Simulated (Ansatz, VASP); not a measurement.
C: VASP beside Ansatz

```
C
1.0
    -2.21179    2.21179    1.20311
     2.21179   -2.21179    1.20311
     2.21179    2.21179   -1.20311
C
2
Direct
  0.75000 0.25000 0.50000
  0.00000 0.00000 0.00000
```

Alike in both runs: task single point; functional PBE; k mesh 20 × 20 × 20; occupations gaussian, width 0.1 eV; no spin polarisation.

|  | VASP | Ansatz |
| --- | --- | --- |
| version | VASP 6.6.1 | Ansatz 0.2.0 |
| potentials or method | VASP PAW PBE potentials, release 64 (C) | scalar-relativistic, plane waves, PAW |
| plane-wave cutoff (eV) | 520 | 420 |
| valence electrons in the cell | 8 | 8 |

```csv
,VASP,Ansatz,Ansatz less VASP
gap on the k mesh at the Fermi level (eV),none,none,-
pressure (GPa),-42.1,-42.1,+0.04
largest component of the traceless stress (GPa),6.47,6.49,+0.015
```

A gap of «none» marks a metal or a gap that the smearing closes.

Caveats: the cell as given lies far from equilibrium; so large a pressure means that the cell lies far from this level's equilibrium, or that cutoff or potentials fall short (VASP).
